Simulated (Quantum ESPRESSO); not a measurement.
Here is a Quantum ESPRESSO 7.5 calculation.

pw.in

```
&CONTROL
  calculation = 'scf'
  prefix = 'pwscf'
  outdir = './tmp'
  pseudo_dir = './pseudo'
  tprnfor = .true.
  tstress = .true.
  disk_io = 'low'
/
&SYSTEM
  ibrav = 0
  nat = 2
  ntyp = 2
  ecutwfc = 45
  ecutrho = 360
  nbnd = 14
  occupations = 'smearing'
  smearing = 'fd'
  degauss = 0.00367493
/
&ELECTRONS
  conv_thr = 4d-10
  electron_maxstep = 120
  mixing_beta = 0.5
/
ATOMIC_SPECIES
I    126.9045 i_pbe_v1.uspp.F.UPF
Na    22.9898 na_pbe_v1.5.uspp.F.UPF
CELL_PARAMETERS angstrom
   0.0000000000    3.2364000000    3.2364000000
   3.2364000000    0.0000000000    3.2364000000
   3.2364000000    3.2364000000    0.0000000000
ATOMIC_POSITIONS crystal
I      0.5000000000    0.5000000000    0.5000000000
Na     0.0000000000    0.0000000000    0.0000000000
K_POINTS automatic
6 6 6 1 1 1
```

Contents of scf2.in:

```
&CONTROL
  calculation = 'scf'
  prefix = 'pwscf'
  outdir = './tmp'
  pseudo_dir = './pseudo'
  tprnfor = .true.
  tstress = .true.
  disk_io = 'low'
/
&SYSTEM
  ibrav = 0
  nat = 2
  ntyp = 2
  ecutwfc = 45
  ecutrho = 360
  nbnd = 14
  occupations = 'fixed'
/
&ELECTRONS
  conv_thr = 1d-13
  electron_maxstep = 120
  mixing_beta = 0.5
  startingpot = 'file'
  startingwfc = 'file'
/
ATOMIC_SPECIES
I    126.9045 i_pbe_v1.uspp.F.UPF
Na    22.9898 na_pbe_v1.5.uspp.F.UPF
CELL_PARAMETERS angstrom
   0.0000000000    3.2364000000    3.2364000000
   3.2364000000    0.0000000000    3.2364000000
   3.2364000000    3.2364000000    0.0000000000
ATOMIC_POSITIONS crystal
I      0.5000000000    0.5000000000    0.5000000000
Na     0.0000000000    0.0000000000    0.0000000000
K_POINTS automatic
6 6 6 1 1 1
```

File ph.in:

```
dielectric of NaI
&INPUTPH
  prefix = 'pwscf'
  outdir = './tmp'
  tr2_ph = 1d-18
  fildyn = 'dyn'
  niter_ph = 90
  alpha_mix(1) = 0.7
  epsil = .true.
  trans = .false.
  zeu = .true.
/
0.0000000000 0.0000000000 0.0000000000
```

Potentials or basis: GBRV 1.5 PBE.

Run with:

```bash
$ OMP_NUM_THREADS=1 pw.x -in pw.in > pw.out
$ OMP_NUM_THREADS=1 pw.x -in scf2.in > scf2.out
$ OMP_NUM_THREADS=1 ph.x -in ph.in > ph.out
```

What does it give for the electronic dielectric tensor (diagonal)?

3.38.

Estimate the Born charges (mean of the diagonal).

I -1.20; Na +1.20 e.

Estimate the pressure.

0.5 GPa.

Born effective charge tensors (e):
atom 1, I
```
-1.20  0.00  0.00
 0.00 -1.20  0.00
 0.00  0.00 -1.20
```
atom 2, Na
```
1.20 0.00 0.00
0.00 1.20 0.00
0.00 0.00 1.20
```

Spin-orbit coupling is left out, which matters for the levels of I.

**What was measured.**

A printed reference work, monograph reports, for a bulk crystal of NaI: high-frequency dielectric constant 3.01.

Measured high-frequency dielectric constant of NaI: 3.01 (a printed reference work, monograph). This calculation gives 3.38 (+12.1 %).
